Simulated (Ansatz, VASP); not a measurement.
## Ta: VASP beside Ansatz

```
CELL_PARAMETERS angstrom
-1.65085 1.65085 1.65085
1.65085 -1.65085 1.65085
1.65085 1.65085 -1.65085
ATOMIC_POSITIONS crystal
Ta 0.00000 0.00000 0.00000
```

Alike in both runs: functional r2SCAN; k mesh 11 × 11 × 11; occupations methfessel-paxton of order 1, width 0.0905 eV; no spin polarisation.

Ansatz relaxed the structure, and its values are those at the end. VASP's run is a single point on that final structure, the one shown.

|  | VASP | Ansatz |
| --- | --- | --- |
| version | VASP 6.6.1 | Ansatz 0.2.0 |
| potentials or method | VASP PAW PBE potentials, release 64 (Ta_pv) | PAW plane waves |
| plane-wave cutoff (eV) | 520 | 500 |
| valence electrons in the cell | 11 | 13 |

```tsv
	VASP	Ansatz	Ansatz less VASP
pressure (GPa)	0.6	0.0	-0.64
```

The two sets of potentials don't hold the same shells in valence.

Caveats: the PAW data sets were made with another functional, which shifts forces and pressure a little (VASP). Spin-orbit coupling is left out, which matters for the levels of Ta.
